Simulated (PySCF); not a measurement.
Runs of PySCF 2.14.0 on Ge. It takes space group Fd-3m (No. 227, cubic). Conventional cell: a = 5.658 Å, b = 5.658 Å, c = 5.658 Å, α = 90.00°, β = 90.00°, γ = 90.00°. Ge (site symmetry -43m) is surrounded by 4 Ge at 2.45 Å. 

```csv
task,level,potentials or basis,k mesh,smearing,density cutoff,potentials,conv_tol,max_cycle,coulomb method,mesh quality,gap on the mesh (eV)
atomic charges,PBEsol,DZVP-MOLOPT-HYB/GTH-HYB (UZH) (potentials made for PBE0),2 × 2 × 2,fixed,74 Ha,Ge GTH-HYB-q4,1e-07 Ha,60,Gaussian density fitting (GDF),coarse,0.07
density of states,PBEsol,DZVP-MOLOPT-SR/GTH-PBE (potentials made for PBE),8 × 8 × 8,fermi-dirac 0.05 eV,112 Ha,Ge GTH-PBE-q4,1e-07 Ha,60,multigrid,not flagged,0.07
atomic charges,r2SCAN,DZVP-MOLOPT-HYB/GTH-HYB (UZH) (potentials made for PBE0),2 × 2 × 2,fixed,74 Ha,Ge GTH-HYB-q4,1e-07 Ha,60,Gaussian density fitting (GDF),coarse,0.30
atomic charges,r2SCAN0,DZVP-MOLOPT-HYB/GTH-HYB (UZH) (potentials made for PBE0),2 × 2 × 2,fixed,74 Ha,Ge GTH-HYB-q4,1e-07 Ha,60,Gaussian density fitting (GDF),coarse,(a)
```

Alike in all rows: no spin polarisation; cell as given.

Task: Estimate the missing entries.

Result: (a) 2.04.

Caveats: some runs use coarse meshes; the basis of atomic orbitals isn't converged, which shifts pressures, moduli and gaps; meta-GGAs need a finer uniform grid than this (some runs); on so small a mesh gaps with full-range exact exchange can be off by tenths of an eV to over 1 eV (some runs).

A k mesh can miss the band edges, and the runs leave out spin-orbit coupling on Ge.

Not every run made on this cell is shown here.
